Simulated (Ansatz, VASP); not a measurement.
**One calculation of SnTe, two programs**

```
Sn Te
1.0
     0.00000    3.14594    3.14594
     3.14594    0.00000    3.14594
     3.14594    3.14594    0.00000
Sn Te
1 1
Direct
  0.00000 0.00000 0.00000
  0.50000 0.50000 0.50000
```

Change from the starting cell: volume scaled by 0.99, crystal datasets.

Alike in both runs: task electric field gradients; functional PBE; k mesh 11 × 11 × 11; occupations fermi-dirac, width 0.08 eV; no spin polarisation.

|  | VASP | Ansatz |
| --- | --- | --- |
| version | VASP 6.6.1 | Ansatz 0.2.0 |
| potentials or method | VASP PAW PBE potentials, release 64 (Sn_d, Te), cutoff 520 eV | all-electron PAW with datasets made for the crystal, scalar-relativistic |

|  | VASP | Ansatz | Ansatz less VASP |
| --- | --- | --- | --- |
| pressure (GPa) | 2.5 | 2.5 | +0.03 |
| Vzz of the field gradient on the site that differs most (V/Å²) | 0.0 | 0.0 | 0.00 |

Ansatz ran all-electron here, so the differences hold the error of VASP's frozen core and of both bases. Ansatz warned: «gradients_without_spin_orbit».

The runs have no spin-orbit coupling, so splittings on Te are missing.
